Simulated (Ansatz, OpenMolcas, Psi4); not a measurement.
Correcting a cheap level on N-containing molecules

The vertical ionisation energy (cation less neutral) in eV of 7 N-containing molecules: x at B3LYP/6-31G* (Cartesian functions), y at CCSD(T)/def2-TZVPP. Shapes, held fixed at every level: PBE0-D4/def2-TZVP. Flexible molecules stand in one conformer, not always the lowest. Programs: Ansatz 0.2.0, OpenMolcas 26.06, Psi4 1.11. A level may come from different programs for different species; with the same settings they agree closely.

| molecule | x (eV) | y (eV) |
| --- | --- | --- |
| CH5N (methylamine) | 9.40 | 9.64 |
| CH4N2O (urea) | 9.69 | 10.09 |
| C2H5N (ethanimine) | 9.95 | 10.16 |
| CH3NO (formamide) | 10.07 | 10.29 |
| H3NO (hydroxylamine) | 10.33 | ? |
| NF3 (nitrogen trifluoride) | 13.00 | 13.45 |
| HCN (hydrogen cyanide) | 13.63 | 13.77 |

Task: Fit y = c + s·x to the known rows and predict y for H3NO.

Result: 
1. Means of the 6 rows: x = 10.9567, y = 11.233.
2. Σ(Δx)² = 17.149, Σ(Δx·Δy) = 17.156, so the slope is 17.156/17.149 = 1.0004.
3. Intercept: 11.233 − (1.0004) × 10.9567 = 0.272. The largest residual of the fit is 0.17.
4. H3NO: 0.272 + 1.0004 × 10.33 = 10.61 eV.

CCSD(T)/def2-TZVPP gives 10.54 eV, so the prediction is off by +0.07 eV, within the largest residual. Uncorrected, B3LYP/6-31G* (Cartesian functions) misses it by -0.21 eV, and the other rows by 0.28 on average. The line overshoots: the miss goes from -0.21 to +0.07. Left out in turn, the other rows are missed by 0.17 eV on average. Cations run unrestricted.
